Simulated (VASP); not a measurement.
# SnO (Romarchite) (P4/nmm) in VASP: a series of runs, part 4 of 4

VASP 6.6.1. The steps go on from the part before.

### 5 Phonons, rev-vdW-DF2

This run uses another cell than the first one, of 17.91 Å³/atom, 1.030 times its volume.

Input file POSCAR:

```
SnO
1.0
    3.8442679492      0.0000000000      0.0000000000
    0.0000000000      3.8442679492      0.0000000000
    0.0000000000      0.0000000000      4.8477688718
  Sn              O
     2     2
Direct
     0.5000000000000000    1.0000000000000000    0.2393747378955565
     0.0000000000000000    0.5000000000000000    0.7606252621044436
     0.0000000000000000    0.0000000000000000    0.0000000000000000
     0.5000000000000000    0.5000000000000000    0.0000000000000000
```

Input file INCAR.step1:

```
PREC = Accurate
ENCUT = 600
EDIFF = 1E-8
ISMEAR = 0
SIGMA = 0.03
LREAL = F
LASPH = T
NELM = 80
ALGO = Normal
ISIF = 3
LWAVE = F
LCHARG = F
GGA = MK
LUSE_VDW = T
AGGAC = 0.0
PARAM1 = 0.1234
PARAM2 = 0.711357
ZAB_VDW = -1.8867
KPAR = 2
IBRION = 2
NSW = 40
EDIFFG = -0.002
```

Input file INCAR.step2:

```
PREC = Accurate
ENCUT = 600
EDIFF = 1E-8
ISMEAR = 0
SIGMA = 0.03
LREAL = F
LASPH = T
NELM = 80
ALGO = Normal
ISIF = 2
LWAVE = F
LCHARG = F
GGA = MK
LUSE_VDW = T
AGGAC = 0.0
PARAM1 = 0.1234
PARAM2 = 0.711357
ZAB_VDW = -1.8867
KPAR = 2
IBRION = 6
NFREE = 2
POTIM = 0.015
NSW = 1
```

Input file KPOINTS:

```
Automatic mesh
0
Gamma
  8 8 6
```

Potentials or basis: VASP PAW PBE potentials, release 64 (Sn_d, O).

Run with:

```console
cat potpaw_PBE.64/Sn_d/POTCAR potpaw_PBE.64/O/POTCAR > POTCAR
cp INCAR.step1 INCAR
mpirun -np 2 vasp_std > vasp.out
cp CONTCAR POSCAR
cp INCAR.step2 INCAR
mpirun -np 2 vasp_std > vasp.out
```

OUTCAR:

```text
PREC = Accurate
   ENCUT = 600
   EDIFF = 1E-8
   ISMEAR = 0
   LREAL = F
   LASPH = T
   NELM = 80
   ISIF = 2
   GGA = MK
   IBRION = 6
   NFREE = 2
   POTIM = 0.015
   NSW = 1

 ion  position               nearest neighbor table
   1  0.500  0.000  0.239-   3 2.25   4 2.25   4 2.25   3 2.25   2 3.57   2 3.57   2 3.57   2 3.57
                             2 3.71   2 3.71   2 3.71   2 3.71
   2  0.000  0.500  0.761-   3 2.25   4 2.25   3 2.25   4 2.25   1 3.57   1 3.57   1 3.57   1 3.57
                             1 3.71   1 3.71   1 3.71   1 3.71
   3  0.000  0.000  0.000-   1 2.25   2 2.25   2 2.25   1 2.25
   4  0.500  0.500  0.000-   1 2.25   2 2.25   1 2.25   2 2.25

  LATTYP: Found a simple tetragonal cell.
 ALAT       =     3.8452626373
 C/A-ratio  =     1.2600665353

  Lattice vectors:

 A1 = (   3.8452626373,   0.0000000000,   0.0000000000)
 A2 = (   0.0000000000,   3.8452626373,   0.0000000000)
 A3 = (   0.0000000000,   0.0000000000,   4.8452867688)

Analysis of symmetry for initial positions (statically):
=====================================================================
 Subroutine PRICEL returns:
 Original cell was already a primitive cell.

 Routine SETGRP: Setting up the symmetry group for a
 simple tetragonal supercell.

 Subroutine GETGRP returns: Found 16 space group operations
 (whereof  8 operations were pure point group operations)
 out of a pool of 16 trial point group operations.

The static configuration has the point symmetry D_2d.
 The point group associated with its full space group is D_4h.

Analysis of symmetry for dynamics (positions and initial velocities):
=====================================================================
 Subroutine PRICEL returns:
 Original cell was already a primitive cell.

 Routine SETGRP: Setting up the symmetry group for a
 simple tetragonal supercell.

 Subroutine GETGRP returns: Found 16 space group operations
 (whereof  8 operations were pure point group operations)
 out of a pool of 16 trial point group operations.

The dynamic configuration has the point symmetry D_2d.
 The point group associated with its full space group is D_4h.

 Subroutine INISYM returns: Found 16 space group operations
 (whereof  8 operations are pure point group operations),
 and found     1 'primitive' translations

----------------------------------------------------------------------------------------

                                     Primitive cell

  volume of cell :      71.6426

  direct lattice vectors                    reciprocal lattice vectors
     3.845262637  0.000000000  0.000000000     0.260060260  0.000000000  0.000000000
[... 120 lines left out ...]
   IVDW    =     0    specifies the selected vdW correction
   LEPSILON=     F    determine dielectric tensor
   LRPA    =     F    only Hartree local field effects (RPA)
 finite differences with symmetry
 non-spin polarized calculation
 Gauss-broadening in eV      SIGMA  =   0.03
  energy-cutoff  :      600.00
  volume of cell :       71.64
 maximum number of plane-waves:      2410
 NGX is ok and might be reduce to    32
   NGX = 15   NGY = 15   NGZ = 19

--------------------------------------- Ionic step        1  -------------------------------------------

 number of electron      40.0000003 magnetization

 Free energy of the ion-electron system (eV)
  ---------------------------------------------------
  ext. energy  EPLUGINS =         0.00000000
  ---------------------------------------------------
  free energy    TOTEN  =       -14.54359184 eV

  energy without entropy =      -14.54359184  energy(sigma->0) =      -14.54359184

------------------------ aborting loop because EDIFF is reached ----------------------------------------

  FORCE on cell =-STRESS in cart. coord.  units (eV):
  Direction    XX          YY          ZZ          XY          YZ          ZX
  --------------------------------------------------------------------------------------
  -------------------------------------------------------------------------------------
  Total       -0.0059159     -0.0059159     -0.0065095      0.0000000      0.0000000      0.0000000
  in kB       -0.1323005     -0.1323005     -0.1455741      0.0000000      0.0000000      0.0000000
  external PRESSURE =      -0.1367250 kB  Pullay stress =       0.0000000 kB
[... 307 lines left out ...]
--------------------------------------- Ionic step        9  -------------------------------------------

 number of electron      40.0000006 magnetization

 Free energy of the ion-electron system (eV)
  ---------------------------------------------------
  ext. energy  EPLUGINS =         0.00000000
  ---------------------------------------------------
  free energy    TOTEN  =       -14.54282249 eV

  energy without entropy =      -14.54282249  energy(sigma->0) =      -14.54282249

 E-fermi :   6.7308     XC(G=0): -10.2555

 val. band max:        6.6193730539   @ k =   0.0000   0.0000   0.0000
 cond. band min:       6.8430622616   @ k =   0.5000   0.5000   0.0000
 fundamental gap:      0.2236892077
 Fermi energy:         6.7308222722

 k-point     1 :       0.0000    0.0000    0.0000
  band No.  band energies     occupation
      1     -15.1364      2.00000
      2     -14.7583      2.00000
      3     -14.7574      2.00000
      4     -14.7537      2.00000
      5     -14.7212      2.00000
      6     -14.7109      2.00000
[... 637 lines left out ...]
     23      11.6632      0.00000
     24      11.6983      0.00000

 [... further k-points ...]

------------------------ aborting loop because EDIFF is reached ----------------------------------------

  FORCE on cell =-STRESS in cart. coord.  units (eV):
  Direction    XX          YY          ZZ          XY          YZ          ZX
  --------------------------------------------------------------------------------------
  -------------------------------------------------------------------------------------
  Total       -0.1001030      0.0929799     -0.0052917      0.0000000      0.0000000      0.0000000
  in kB       -2.2386504      2.0793535     -0.1183407      0.0000000      0.0000000      0.0000000
  external PRESSURE =      -0.0925458 kB  Pullay stress =       0.0000000 kB
[... 23 lines left out ...]
  energy  without entropy=      -14.5428224948  energy(sigma->0) =      -14.54282249

Total vdW correction in eV:      6.7707973

 INTERNAL STRAIN TENSORS FROM DISPLACED ATOMS
 ============================================

 INTERNAL STRAIN TENSOR FOR ION    1 for displacements in x,y,z  (eV/Angst):
          X           Y           Z          XY          YZ          ZX
  --------------------------------------------------------------------------------
  x     0.00000     0.00000     0.00000     0.00000     0.00000    -5.23662
  y     0.00000     0.00000     0.00000     0.00000    -5.23664     0.00000
  z   -10.45854   -10.45854   -17.72320     0.00000     0.00000     0.00000

 INTERNAL STRAIN TENSOR FOR ION    4 for displacements in x,y,z  (eV/Angst):
          X           Y           Z          XY          YZ          ZX
  --------------------------------------------------------------------------------
  x     0.00000     0.00000     0.00000     0.00000     0.00000    -3.09818
  y     0.00000     0.00000     0.00000     0.00000     3.09821     0.00000
  z    -6.42626     6.42626     0.00000     0.00000     0.00000     0.00000

 Eigenvectors and eigenvalues of the dynamical matrix
 ----------------------------------------------------

   1 f  =   13.307305 THz    83.612263 2PiTHz  443.883916 cm-1    55.034567 meV
             X         Y         Z           dx          dy          dz
      1.922631  0.000000  1.159825    -0.031094   -0.015776    0.000000
      0.000000  1.922631  3.685462     0.031094    0.015776   -0.000000
      0.000000  0.000000  0.000000     0.629821   -0.319546   -0.000000
      1.922631  1.922631  0.000000    -0.629821    0.319546    0.000000
[... 71 lines left out ...]
  12 f/i=    0.003606 THz     0.022657 2PiTHz    0.120280 cm-1     0.014913 meV
             X         Y         Z           dx          dy          dz
      1.922631  0.000000  1.159825     0.483037   -0.455121   -0.000000
      0.000000  1.922631  3.685462     0.483037   -0.455121   -0.000000
      0.000000  0.000000  0.000000     0.177595   -0.167332   -0.000000
      1.922631  1.922631  0.000000     0.177595   -0.167332   -0.000000

 ELASTIC MODULI CONTR FROM IONIC RELAXATION (kBar)
 Direction    XX          YY          ZZ          XY          YZ          ZX
 --------------------------------------------------------------------------------
 XX        -538.1289      7.5594   -449.5556      0.0000      0.0000      0.0000
 YY           7.5594   -538.1289   -449.5556      0.0000      0.0000      0.0000
 ZZ        -449.5556   -449.5556   -761.8236      0.0000      0.0000      0.0000
 XY           0.0000      0.0000      0.0000      0.0000      0.0000      0.0000
 YZ           0.0000      0.0000      0.0000      0.0000   -231.2798      0.0000
 ZX           0.0000      0.0000      0.0000      0.0000      0.0000   -231.2778
 --------------------------------------------------------------------------------
```

It took 11 min on 2 MPI ranks of Intel Xeon 6975P-C (Granite Rapids), shared host; peak memory 0.74 GiB.

What came out:

```
Highest phonon frequency at Γ, LO-TO splitting left out : 444 cm⁻¹
```

Phonon frequencies in cm⁻¹ (negative: imaginary):
```tsv
q point	frequencies
(0.000, 0.000, 0.000)	0 0 0 111 111 206 254 254 339 366 444 444
```

Caveat: the PAW data sets were made with another functional, which shifts forces and pressure a little.

### 6 Band structure, PBE

Input file INCAR:

```
SYSTEM = SnO
PREC = Accurate ; ENCUT = 520
EDIFF = 1E-7 ; ISMEAR = 0
SIGMA = 0.03 ; LREAL = .False.
LASPH = .True. ; NELM = 80
ALGO = Normal ; ISIF = 2
LWAVE = .False. ; LCHARG = .False.
GGA = PE ; KPAR = 2
```

Input file KPOINTS:

```
Automatic mesh
0
Gamma
  8 8 6
  0 0 0
```

Input file POSCAR:

```
SnO                                     
1.0
    3.8353843991      0.0000000000      0.0000000000
    0.0000000000      3.8353843991      0.0000000000
    0.0000000000      0.0000000000      4.7280490071
  Sn              O             
     2     2
Direct
     0.5000000000000000    0.0000000000000000    0.2459635701948528
     0.0000000000000000    0.5000000000000000    0.7540364298051472
     0.0000000000000000    0.0000000000000000    0.0000000000000000
     0.5000000000000000    0.5000000000000000    0.0000000000000000
```

Input file KPOINTS_OPT:

```
explicit points
213
Reciprocal
 0.0000000000  0.0000000000  0.0000000000 1
 0.0000000000  0.0357142857  0.0000000000 1
 0.0000000000  0.0714285714  0.0000000000 1
 0.0000000000  0.1071428571  0.0000000000 1
 0.0000000000  0.1428571429  0.0000000000 1
 0.0000000000  0.1785714286  0.0000000000 1
[... 205 lines left out ...]
 0.0000000000  0.0000000000  0.5269653000 1
 0.0000000000  0.0000000000  0.4730347000 1
```

Potentials or basis: VASP PAW PBE potentials, release 64 (Sn_d, O).

Run with:

```console
cat potpaw_PBE.64/Sn_d/POTCAR potpaw_PBE.64/O/POTCAR > POTCAR
mpirun -np 2 vasp_std > vasp.out
```

Wall time 98 s (2 MPI ranks of AMD EPYC 9R45 (Zen 5), shared host); peak memory 0.23 GiB.

The run converged. Its results:

* Free energy: -22.6819 eV
* Pressure: 2.2 GPa
* Largest force: 0.017 eV/Å
* Band gap along the path: none (metal or under the smearing width)

Forces in eV/Å, atoms in the order of the input:
```
Sn   0.000  0.000 -0.017
Sn   0.000  0.000  0.017
O    0.000  0.000  0.000
O    0.000  0.000  0.000
```

Stress tensor (GPa, compression positive):
```
2.20 0.00 0.00
0.00 2.20 0.00
0.00 0.00 2.28
```

Levels at the corners of the path, in eV from the Fermi level:
| point | band 17 | band 18 | band 19 | band 20 | band 21 | band 22 | band 23 | band 24 |
| --- | --- | --- | --- | --- | --- | --- | --- | --- |
| Γ | -3.33 | -3.03 | -3.03 | 0.01 | 2.21 | 4.48 | 4.48 | 4.80 |
| X | -4.67 | -4.67 | -2.69 | -2.69 | 3.33 | 3.33 | 5.78 | 5.78 |
| X | -4.67 | -4.67 | -2.69 | -2.69 | 3.33 | 3.33 | 5.78 | 5.78 |
| M | -2.38 | -2.38 | -1.86 | -1.86 | -0.06 | -0.06 | 4.56 | 4.56 |
| M | -2.38 | -2.38 | -1.86 | -1.86 | -0.06 | -0.06 | 4.56 | 4.56 |
| Γ | -3.33 | -3.03 | -3.03 | 0.01 | 2.21 | 4.48 | 4.48 | 4.80 |
| Γ | -3.33 | -3.03 | -3.03 | 0.01 | 2.21 | 4.48 | 4.48 | 4.80 |
| Z | -3.04 | -3.04 | -2.94 | -2.07 | 1.75 | 2.76 | 2.76 | 3.54 |
| Z | -3.04 | -3.04 | -2.94 | -2.07 | 1.75 | 2.76 | 2.76 | 3.54 |
| R | -4.62 | -4.62 | -1.67 | -1.67 | 2.74 | 2.74 | 5.24 | 5.24 |
| R | -4.62 | -4.62 | -1.67 | -1.67 | 2.74 | 2.74 | 5.24 | 5.24 |
| A | -2.77 | -2.77 | -2.38 | -2.38 | 2.32 | 2.32 | 4.30 | 4.30 |
| A | -2.77 | -2.77 | -2.38 | -2.38 | 2.32 | 2.32 | 4.30 | 4.30 |
| Z | -3.04 | -3.04 | -2.94 | -2.07 | 1.75 | 2.76 | 2.76 | 3.54 |
| X | -4.67 | -4.67 | -2.69 | -2.69 | 3.33 | 3.33 | 5.78 | 5.78 |
| R | -4.62 | -4.62 | -1.67 | -1.67 | 2.74 | 2.74 | 5.24 | 5.24 |
| M | -2.38 | -2.38 | -1.86 | -1.86 | -0.06 | -0.06 | 4.56 | 4.56 |
| A | -2.77 | -2.77 | -2.38 | -2.38 | 2.32 | 2.32 | 4.30 | 4.30 |

Caveat: spin-orbit coupling is left out, which moves the levels of the heavy elements.

### 7 Overview

```csv
task,level,cell,k mesh,cutoff (eV),grid for exact exchange (PRECFOCK),exchange at q = 0,share of exact exchange,by perturbation theory,gap on the mesh (eV),pressure (GPa),largest force (eV/Å)
band structure,PBE0,"P4/nmm, 17.39 Å³/atom",4 × 4 × 4,520,Fast,truncated,-,-,0.88,-2.3,0.67
band structure,PBE-EpsX,"P4/nmm, 17.39 Å³/atom",4 × 4 × 4,520,Fast,truncated,0.1224,-,0.39,0.0,0.36
phonons,r2SCAN,"P4/nmm, 17.81 Å³/atom",8 × 8 × 6,600,-,-,-,no,-,-,-
phonons,rev-vdW-DF2,"P4/nmm, 17.91 Å³/atom",8 × 8 × 6,600,-,-,-,no,-,-,-
band structure,PBE,"P4/nmm, 17.39 Å³/atom",8 × 8 × 6,520,-,-,-,-,-,2.2,0.02
```

Alike in all rows: potentials or basis VASP PAW PBE potentials, release 64 (Sn_d, O); no spin polarisation; smearing gaussian 0.03 eV.

The pressure there spans -2.3 GPa (PBE0) to 2.2 GPa (PBE); a positive pressure means that this level wants a larger cell, a negative one a smaller.

Caveats: the PAW data sets were made with another functional, which shifts forces and pressure a little (some runs); spin-orbit coupling is left out, which moves the levels of the heavy elements (some runs).

Total energies depend on the potentials used, so only differences within one code and one set of settings carry meaning.
